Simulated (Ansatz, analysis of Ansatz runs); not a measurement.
# Migration in TiO2 (I4_1/amd): H transfer from O to O, charge +1, part 2 of 2

Wanted: path and barrier of a jump of H in TiO2 (I4_1/amd) at charge +1. The case: H transfer from O to O, in a cell of 48 host atoms with 1 H put in.

Ansatz 0.2.0; plane-wave PAW DFT, PBEsol; nudged elastic band between two relaxed defect structures at fixed charge in a uniform background.

So far: Starting point; Relaxation of the start point, charge +1; Relaxation of the end point, charge +1.

## Step 4: Nudged elastic band, charge +1

3 movable images are laid between the ends on a pair-potential path, which keeps atoms from colliding in the first guess. Each image feels the true force across the path and a spring force along it. The highest image is set to climb to the top of the path.

This step: plane-wave PAW DFT, PBEsol; nudged elastic band between two relaxed defect structures at fixed charge in a uniform background.

qp1_c48k1s.neb/input.yaml reads:

```yaml
crystal:
  lattice:
    - [7.53758642, 0.0, 0.0]
    - [0.0, 7.53758642, 0.0]
    - [0.0, 0.0, 9.55830747]
  atoms:
    - { symbol: Ti, position: [-0.0021237, -0.00584811, -0.00272767] }
    - { symbol: Ti, position: [0.23685361, 0.24302962, 0.50155175] }
    - { symbol: Ti, position: [-0.00157504, 0.24459681, 0.24350288] }
    - { symbol: Ti, position: [0.24908006, -0.00370866, 0.74952097] }
    - { symbol: O, position: [-0.00211883, 0.23777796, 0.45745327] }
    - { symbol: O, position: [0.24782571, -0.00381557, 0.95540555] }
    - { symbol: O, position: [-0.00154043, -0.00453902, 0.203998] }
    - { symbol: O, position: [0.24448145, 0.2464763, 0.70603772] }
    - { symbol: O, position: [-0.00241676, 0.24586702, 0.04144922] }
    - { symbol: O, position: [0.26882073, -0.0009937, 0.53882029] }
    - { symbol: O, position: [-0.00182025, -0.00468128, 0.78913958] }
    - { symbol: O, position: [0.25068557, 0.23995924, 0.29447354] }
    - { symbol: Ti, position: [-0.00231088, 0.49751582, -0.00138692] }
    - { symbol: Ti, position: [0.24646185, 0.74570352, 0.49810664] }
    - { symbol: Ti, position: [-0.00139654, 0.74660717, 0.24851771] }
    - { symbol: Ti, position: [0.24666527, 0.49798156, 0.74877543] }
    - { symbol: O, position: [-0.00203324, 0.76024273, 0.45655645] }
    - { symbol: O, position: [0.24821339, 0.49570019, 0.95550664] }
    - { symbol: O, position: [-0.00159109, 0.49503735, 0.20763878] }
    - { symbol: O, position: [0.24789017, 0.74794181, 0.70481989] }
    - { symbol: O, position: [-0.00221402, 0.74550461, 0.04105071] }
    - { symbol: O, position: [0.23476723, 0.49724545, 0.54102128] }
    - { symbol: O, position: [-0.00185237, 0.49851304, 0.79245484] }
    - { symbol: O, position: [0.24827387, 0.74644785, 0.29122737] }
    - { symbol: Ti, position: [0.49764265, -0.00771174, -0.00309444] }
    - { symbol: Ti, position: [0.75842824, 0.24187763, 0.50153421] }
    - { symbol: Ti, position: [0.49837764, 0.24338988, 0.2375781] }
    - { symbol: Ti, position: [0.74783751, -0.00392261, 0.74982387] }
    - { symbol: O, position: [0.49806706, 0.30095076, 0.46171437] }
    - { symbol: O, position: [0.74813522, -0.00400052, 0.95531097] }
    - { symbol: O, position: [0.49831495, -0.0056262, 0.2068618] }
    - { symbol: O, position: [0.75212904, 0.24616501, 0.70595456] }
    - { symbol: O, position: [0.49787385, 0.24526697, 0.040297] }
    - { symbol: O, position: [0.72691252, -0.00116544, 0.53848093] }
    - { symbol: O, position: [0.49810875, -0.00251783, 0.79239777] }
    - { symbol: O, position: [0.74554101, 0.23943043, 0.29438655] }
    - { symbol: Ti, position: [0.49787416, 0.49891727, -0.00473397] }
    - { symbol: Ti, position: [0.74848847, 0.74511496, 0.49788692] }
    - { symbol: Ti, position: [0.49851335, 0.74298524, 0.24801987] }
    - { symbol: Ti, position: [0.7502763, 0.4978917, 0.74845688] }
    - { symbol: O, position: [0.49800317, 0.72222106, 0.4554338] }
    - { symbol: O, position: [0.74779461, 0.49583309, 0.95546169] }
    - { symbol: O, position: [0.49867418, 0.49573303, 0.20316071] }
    - { symbol: O, position: [0.748764, 0.74805952, 0.70477035] }
    - { symbol: O, position: [0.49760852, 0.74576403, 0.03941669] }
    - { symbol: O, position: [0.76094491, 0.49716261, 0.54125283] }
    - { symbol: O, position: [0.49817378, 0.49608931, 0.78815093] }
    - { symbol: O, position: [0.74813481, 0.74658529, 0.29117946] }
    - { symbol: H, position: [0.49849187, 0.43226308, 0.4692967] }
total_charge: 1
basis:
  ecutwfc: 420
  xc_grid: 2
hamiltonian:
  xc: pbesol
kpoints:
  mp_grid: { grid: [1, 1, 1], shift: [0.25, 0.25, 0.25] }
scf:
  occupations: { method: fixed }
  max_iter: 100
output:
  forces: true
neb:
  images: 3
  f_tol: 0.04
  climbing: true
  initial_path: idpp
  max_iterations: 45
  order_check: false
  final_atoms:
    - { symbol: Ti, position: [-0.00090234, -0.00301996, -0.00331814] }
    - { symbol: Ti, position: [0.24813599, 0.24312096, 0.50864743] }
    - { symbol: Ti, position: [-0.01224773, 0.24205013, 0.24483233] }
[... 1 atom line left out ...]
    - { symbol: O, position: [0.00090515, 0.24008219, 0.45184768] }
[... 4 atom lines left out ...]
    - { symbol: O, position: [0.24830993, -0.00583009, 0.5393241] }
[... 1 atom line left out ...]
    - { symbol: O, position: [0.24871231, 0.30023365, 0.28428766] }
[... 9 atom lines left out ...]
    - { symbol: O, position: [0.24786234, 0.49549661, 0.54314325] }
[... 4 atom lines left out ...]
    - { symbol: Ti, position: [0.509342, 0.24091272, 0.24470841] }
[... 1 atom line left out ...]
    - { symbol: O, position: [0.49579295, 0.24023286, 0.45192197] }
[... 1 atom line left out ...]
    - { symbol: O, position: [0.477964, -0.00160865, 0.2078938] }
[... 4 atom lines left out ...]
    - { symbol: O, position: [0.74857508, 0.23654992, 0.28886046] }
[... 6 atom lines left out ...]
    - { symbol: O, position: [0.51216255, 0.49676481, 0.20487697] }
[... 5 atom lines left out ...]
    - { symbol: H, position: [0.24919386, 0.43153368, 0.27664299] }
```

Started as:

```
ansatz run input.yaml --threads 32 --pin off --max-ram 84787MiB --backend cuda --events-out ev --progress --plain --runs-dir out --max-vram 78GiB
```

Numbers of over 12 decimals in the logs are rounded to 6 here.

What it wrote:

```text
[...]
Warning: neb: disabling space-group detection — the band's intermediate images generally break the endpoint symmetry, so the full k-mesh is solved, and no spatial operation symmetrises the density, except that a semilocal band can use its path's symmetry [...]
[...]
parallel-image band execution: 3 concurrent image workers
NEB image 0
[...]
Crystal: 49 atoms, lattice volume = 543.057 Å³
Basis set: ecut = 420 eV, 10615 PW (Γ), exchange–correlation on 108×108×128 points (8 copies of the dense FFT grid, shifted against one another)
Bands: 241, of which v1, the nominal top of the filled ones, is band 192 counted from 1 (191 counted from 0)
Symmetry: 1 space group operations
k-points: 1
[...]
SCF iter   1: F=—  HF=-57623.313615 eV  |F-HF|=—  |Δ(HF+E_count)|=         —  Δρ=1.54e-2  dr2=1.16e0  ethr=1.77e-3  ⟨swp⟩=4.0  Hψ=732  notcnv=0  defer=45
[...]
SCF iter   2: F=—  HF=-57623.141259 eV  |F-HF|=—  |Δ(HF+E_count)|=   1.72e-1  Δρ=7.50e-3  dr2=2.48e-1  ethr=3.02e-4  ⟨swp⟩=2.0  Hψ=386  notcnv=0  defer=46
[...]
SCF iter  11: F=-57623.105353 eV  HF=-57623.105353 eV  |F-HF|=1.21e-8  |Δ(HF+E_count)|=   4.65e-8  Δρ=2.38e-6  dr2=3.87e-8  ethr=2.60e-11  ⟨swp⟩=4.0  Hψ=723  notcnv=0
SCF 1 converged in 11 iterations: F = -57623.105353 eV  dr2 = 3.87e-8
[...]
NSCF: frozen V_eff on 1 k-points
NEB image 4
[...]
SCF 2 converged in 11 iterations: F = -57623.106596 eV  dr2 = 4.00e-8
[...]
NEB end point (image 0): max|allowed force component| = 2.893e-3 eV/Å (the criterion of neb.relax_end_points is 1.000e-2)
NEB end point (image 4): max|allowed force component| = 6.421e-3 eV/Å (the criterion of neb.relax_end_points is 1.000e-2)
NEB image 1
[...]
SCF 3 converged in 11 iterations: F = -57621.216608 eV  dr2 = 8.06e-8
NEB image 2
[...]
SCF 4 converged in 11 iterations: F = -57619.991486 eV  dr2 = 7.66e-8
[...]
NEB image 3
[...]
SCF 5 converged in 11 iterations: F = -57621.195805 eV  dr2 = 6.96e-8
[...]
SCF 7 converged in 11 iterations: F = -57620.816776 eV  dr2 = 2.10e-8
[...]
SCF 9 converged in 11 iterations: F = -57622.112328 eV  dr2 = 3.99e-8
[...]
SCF 11 converged in 11 iterations: F = -57621.659893 eV  dr2 = 4.31e-8
[...]
SCF 13 converged in 9 iterations: F = -57621.358004 eV  dr2 = 5.53e-8
[...]
SCF 15 converged in 9 iterations: F = -57622.561139 eV  dr2 = 2.63e-8
[...]
SCF 17 converged in 8 iterations: F = -57622.587191 eV  dr2 = 9.37e-8
[...]
SCF 19 converged in 9 iterations: F = -57621.542165 eV  dr2 = 2.34e-8
[...]
SCF 21 converged in 8 iterations: F = -57622.616265 eV  dr2 = 2.51e-8
[...]
SCF 23 converged in 8 iterations: F = -57622.617527 eV  dr2 = 5.58e-8
[...]
SCF 25 converged in 9 iterations: F = -57621.570494 eV  dr2 = 4.08e-8
[...]
SCF 27 converged in 8 iterations: F = -57622.607676 eV  dr2 = 5.18e-8
[...]
SCF 29 converged in 8 iterations: F = -57622.612387 eV  dr2 = 4.67e-8
[...]
SCF 31 converged in 7 iterations: F = -57621.572644 eV  dr2 = 2.70e-8
[...]
SCF 33 converged in 6 iterations: F = -57622.615502 eV  dr2 = 4.70e-8
[...]
SCF 35 converged in 6 iterations: F = -57622.615277 eV  dr2 = 5.75e-8
[...]
forward barrier  = 1.531342 eV
  backward barrier = 1.532585 eV
  climbing image's point = of an order that was not read
  energies are F+E_penalty+E_count in eV, relative to image 0
  image     s (Å)  Δ vs image 0  max|band force component| (eV/Å)
      0    0.0000      0.000000                                 —
      1    0.8056      0.489851                          2.061e-2
  *   2    1.6114      1.531342                          1.615e-2
      3    2.4134      0.490076                          1.583e-2
      4    3.2153     -0.001243                                 —
  climbing-image geometry (image 2):
  cell:  # Å, volume = 543.0572 Å³
    - [7.53758642, 0.0, 0.0]
    - [0.0, 7.53758642, 0.0]
    - [0.0, 0.0, 9.55830747]
  atoms:
    - { symbol: Ti, position: [-0.002755, 0.000230, -0.000462] }
    - { symbol: Ti, position: [0.228109, 0.233284, 0.515981] }
    - { symbol: Ti, position: [0.006575, 0.253612, 0.247279] }
    - { symbol: Ti, position: [0.247745, -0.010663, 0.753190] }
    - { symbol: O, position: [-0.005468, 0.238874, 0.457182] }
    - { symbol: O, position: [0.247804, -0.003778, 0.955373] }
    - { symbol: O, position: [0.015625, 0.002352, 0.206557] }
    - { symbol: O, position: [0.244469, 0.243625, 0.711252] }
    - { symbol: O, position: [-2.513849791225414e-6, 0.250777, 0.043196] }
    - { symbol: O, position: [0.257007, -0.006605, 0.541253] }
    - { symbol: O, position: [-0.002653, -0.001672, 0.790167] }
    - { symbol: O, position: [0.257782, 0.280422, 0.297457] }
    - { symbol: Ti, position: [-0.003765, 0.502053, -0.000953] }
    - { symbol: Ti, position: [0.246714, 0.737259, 0.497520] }
    - { symbol: Ti, position: [-0.000893, 0.752272, 0.249227] }
    - { symbol: Ti, position: [0.247785, 0.499329, 0.751278] }
    - { symbol: O, position: [-0.001829, 0.758701, 0.455954] }
    - { symbol: O, position: [0.248183, 0.499089, 0.957739] }
    - { symbol: O, position: [-0.010228, 0.500739, 0.207440] }
    - { symbol: O, position: [0.247766, 0.745846, 0.707784] }
    - { symbol: O, position: [-0.004059, 0.750972, 0.041987] }
    - { symbol: O, position: [0.234993, 0.495850, 0.545517] }
    - { symbol: O, position: [-0.001954, 0.497334, 0.792459] }
    - { symbol: O, position: [0.248926, 0.735369, 0.291245] }
    - { symbol: Ti, position: [0.499333, -0.009526, -0.007050] }
    - { symbol: Ti, position: [0.739546, 0.252927, 0.499052] }
    - { symbol: Ti, position: [0.518229, 0.233914, 0.230106] }
    - { symbol: Ti, position: [0.749793, -0.001231, 0.746649] }
    - { symbol: O, position: [0.488983, 0.280281, 0.448884] }
    - { symbol: O, position: [0.749302, -1.82464657153251e-5, 0.956078] }
    - { symbol: O, position: [0.490308, -0.006264, 0.205099] }
    - { symbol: O, position: [0.746418, 0.249956, 0.703030] }
    - { symbol: O, position: [0.501651, 0.244327, 0.034930] }
    - { symbol: O, position: [0.731509, 0.001997, 0.539639] }
    - { symbol: O, position: [0.498932, -0.005533, 0.790758] }
    - { symbol: O, position: [0.752078, 0.238564, 0.289029] }
    - { symbol: Ti, position: [0.498843, 0.500660, -0.004899] }
    - { symbol: Ti, position: [0.747152, 0.751551, 0.496910] }
    - { symbol: Ti, position: [0.499394, 0.738034, 0.248890] }
    - { symbol: Ti, position: [0.750352, 0.500705, 0.747197] }
    - { symbol: O, position: [0.497679, 0.736185, 0.454976] }
    - { symbol: O, position: [0.748472, 0.499380, 0.953829] }
    - { symbol: O, position: [0.512227, 0.496225, 0.200638] }
    - { symbol: O, position: [0.750441, 0.750144, 0.704289] }
    - { symbol: O, position: [0.498215, 0.746731, 0.038472] }
    - { symbol: O, position: [0.757061, 0.500340, 0.538875] }
    - { symbol: O, position: [0.498289, 0.497283, 0.788586] }
    - { symbol: O, position: [0.748503, 0.758091, 0.290358] }
    - { symbol: H, position: [0.373179, 0.348238, 0.373190] }
```

The job ended after 8.4 s (1 × NVIDIA GB200 with 32 threads of Arm Neoverse V2, shared host; peak memory 1.5 GiB; 34 s of CPU time).

In the SCF lines HF is the Harris–Foulkes energy and dr2 the Hartree energy of the density residual, in eV; the loop may stop once dr2 is under the threshold and the program's other checks hold. Hψ counts applications of the Hamiltonian.

The path, image by image:

```
image  path (Å)  energy (eV)     H49: x, y, z (Å)
    0     0.000       0.0000  3.757, 3.258, 4.486
    1     0.806       0.4899  3.318, 2.993, 3.993
    2     1.611       1.5313  2.813, 2.625, 3.567
    3     2.413       0.4901  2.311, 2.992, 3.142
    4     3.215      -0.0012  1.878, 3.253, 2.644
```

This step gave:

| Quantity | Value |
| --- | --- |
| free energy | -57621.5740 eV |
| barrier forward | 1.531 eV |
| barrier backward | 1.533 eV |
| end less start | -0.001243 eV |
| hop length | 2.631 Å |

Track of the atom that was set to move:

```
image  x (Å)  y (Å)  z (Å)  nearest neighbour  distance (Å)
    0  3.757  3.258  4.486                  O         0.992
    1  3.318  2.993  3.993                  O         0.995
    2  2.813  2.625  3.567                  O         1.242
    3  2.311  2.992  3.142                  O         0.995
    4  1.878  3.253  2.644                  O         0.992
```

The band met its tolerance of 0.04 eV/Å after 11 iterations, with image 2 on top (the start counts as 0). H49, which moves farthest between the ends, has 1 O at 0.99 Å nearest at the start and 2 O at 1.24 Å at the top.

## Step 5: Single point at the top of the path, PBEsol

A single point at the top of the band gives the levels near the gap and the populations there.

This step: plane-wave PAW DFT, PBEsol; single point of a defect supercell on a structure of the PBEsol path.

qp1_c48k1s.top.probe/input.yaml reads:

```yaml
crystal:
  lattice:
    - [7.53758642, 0.0, 0.0]
    - [0.0, 7.53758642, 0.0]
    - [0.0, 0.0, 9.55830747]
  atoms:
    - { symbol: Ti, position: [-0.00275495, 0.00022992, -0.00046195] }
    - { symbol: Ti, position: [0.22810883, 0.23328377, 0.51598105] }
[... 2 atom lines left out ...]
    - { symbol: O, position: [-0.00546774, 0.2388743, 0.45718199] }
[... 4 atom lines left out ...]
    - { symbol: O, position: [0.25700701, -0.00660451, 0.54125252] }
[... 1 atom line left out ...]
    - { symbol: O, position: [0.25778232, 0.28042213, 0.29745652] }
[... 9 atom lines left out ...]
    - { symbol: O, position: [0.23499286, 0.49585014, 0.54551711] }
[... 3 atom lines left out ...]
    - { symbol: Ti, position: [0.73954571, 0.25292676, 0.49905236] }
    - { symbol: Ti, position: [0.51822867, 0.23391385, 0.23010641] }
[... 1 atom line left out ...]
    - { symbol: O, position: [0.48898318, 0.28028059, 0.44888433] }
[... 1 atom line left out ...]
    - { symbol: O, position: [0.49030825, -0.00626391, 0.20509852] }
[... 4 atom lines left out ...]
    - { symbol: O, position: [0.75207764, 0.23856368, 0.28902891] }
[... 6 atom lines left out ...]
    - { symbol: O, position: [0.51222717, 0.49622465, 0.2006376] }
[... 5 atom lines left out ...]
    - { symbol: H, position: [0.37317873, 0.34823804, 0.37319026] }
total_charge: 1
basis:
  ecutwfc: 420
  xc_grid: 2
hamiltonian:
  xc: pbesol
kpoints:
  mp_grid: { grid: [1, 1, 1], shift: [0.25, 0.25, 0.25] }
scf:
  occupations: { method: fixed }
  max_iter: 100
output:
  forces: true
  eigenvalues: true
  eigenstates: { localisation: true }
  populations: true
  write_density: true
  write_potential: true
  volumetric_format: npy
  elf: true
checkpoint:
  write: "../qp1_c48k1s.top.probe.run"
  compress: false
  write_wavefunctions: false
  write_every: 100000
```

What it wrote:

```text
[...]
Crystal: 49 atoms, lattice volume = 543.057 Å³
Basis set: ecut = 420 eV, 10615 PW (Γ), exchange–correlation on 108×108×128 points (8 copies of the dense FFT grid, shifted against one another)
Bands: 241, of which v1, the nominal top of the filled ones, is band 192 counted from 1 (191 counted from 0)
Symmetry: 1 space group operations
[...]
k-points: 1
[...]
SCF iter   1: F=—  HF=-57621.789516 eV  |F-HF|=—  |Δ(HF+E_count)|=         —  Δρ=1.58e-2  dr2=1.23e0  ethr=1.77e-3  ⟨swp⟩=3.0  Hψ=779  notcnv=0  defer=45
[...]
SCF iter   6: F=—  HF=-57621.571371 eV  |F-HF|=—  |Δ(HF+E_count)|=   6.65e-5  Δρ=1.02e-4  dr2=6.17e-5  ethr=1.42e-7  ⟨swp⟩=2.0  Hψ=390  notcnv=0  defer=46
[...]
Fermi energy:    7.110948 eV
[...]
atom  29  O      0.00455714    -0.00252683    -0.00408583
  [... 1 atom left out ...]
  atom  31  O     -0.00287730    -0.00000236     0.00087872
  [... 4 atoms left out ...]
  atom  36  O      0.00075610    -0.00330311     0.00131356
  [... 6 atoms left out ...]
  atom  43  O     -0.00553145     0.00461681    -0.00241909
  [... 5 atoms left out ...]
  atom  49  H     -0.00880232     0.00209234    -0.00704244
  max |Σ_I F_I| component: 2.93e-5 eV/Å
--- Band table (eV) ---
[...]
--- Löwdin populations: 49 sites ---
  site symbol       q [e]
     0     Ti     10.6494
     1     Ti     10.6803
  [... 7 atoms left out ...]
     9      O      6.6043
  [... 1 atom left out ...]
    11      O      6.6614
  [... 9 atoms left out ...]
    21      O      6.6179
  [... 4 atoms left out ...]
    26     Ti     10.6805
  [... 1 atom left out ...]
    28      O      6.6601
  [... 1 atom left out ...]
    30      O      6.6038
  [... 4 atoms left out ...]
    35      O      6.5938
  [... 6 atoms left out ...]
    42      O      6.6189
  [... 5 atoms left out ...]
    48      H      0.6580
  spilling = 0.003477 (of n_electrons = 384.000000)
[key lines of the parts left out:]
SCF converged after 12 iterations
Free energy (F): -57621.574011 eV
```

Elapsed: 1.6 s, on 1 × NVIDIA GB200 with 32 threads; peak memory 1.2 GiB; 4.3 s of CPU time.

Read from the output:

```
free energy : -57621.5740 eV
```

From eigenstates.tsv, first k-point; energies on the run's zero. The participation number counts the atoms that a state is spread over, of 49; bands count from 0.

```
spin  band  energy (eV)  occupation  participation  largest share on  share
both   186        6.798        2.00           23.8               O17   0.11
both   187        6.819        2.00           22.1               O41   0.09
both   188        6.916        2.00           29.8               O11   0.06
both   189        6.961        2.00           30.6               O21   0.06
both   190        7.082        2.00           31.5               O46   0.05
both   191        7.111        2.00           30.1               O19   0.06
both   192       10.030        0.00           21.6               Ti3   0.09
both   193       10.058        0.00           21.2              Ti28   0.08
both   194       10.221        0.00           17.5              Ti25   0.09
both   195       10.247        0.00           18.4              Ti26   0.10
both   196       10.303        0.00           13.1               Ti3   0.15
```

Under PBEsol at one point at (¼, ¼, ¼), the highest filled state is spread over 30 of 49 atoms, and the lowest empty one, 2.92 eV above it, is spread over 22 of 49 atoms.

Löwdin populations of the atoms near the centre, and their excess over far atoms of the same element, which can also hold differences between inequivalent host sites (the log counts sites from 0):

```
atom  distance from the centre (Å)  electrons  excess
 H49                          0.74      0.658       -
 O29                          1.14      6.660   0.053
 O12                          1.18      6.661   0.055
 Ti2                          1.75     10.680   0.027
Ti27                          1.76     10.681   0.027
 O10                          2.66      6.604  -0.002
 O31                          2.67      6.604  -0.003
 O22                          2.68      6.618   0.011
```

The distance between the highest filled and the lowest empty level goes from 2.85 eV at the start to 2.92 eV at the top.

## Step 6: What came out

```json
{"barrier forward": "1.53 eV", "barrier backward": "1.53 eV", "end less start": "0.00 eV", "hop length": "2.63 Å", "band iterations, as the log counts them": "11"}
```

What this shows: The top of the band lies 1.53 eV above the start and 1.53 eV above the end, which are alike in energy and neighbours. For hydrogen, zero-point energy and tunnelling change the rate much, so no rate follows from this barrier alone. The order of the top as a saddle was not checked for all atoms, so a bent path could be lower. No image-charge correction is applied; it largely cancels along a path if the charge stays localised alike. Limits: one k-point off the zone centre stands for the whole zone; periodic copies of the defect are only 7.5 Å apart.

[Logs are printed without paths, hosts, clocks, repeated set-up lines and the standing remarks that a program may print on its own settings, such as how far it seeks lower states.]

[Hosts, paths, dates, database ids (printed as entryN), source tags and the programs' standing remarks are cut or masked in the printed files.]
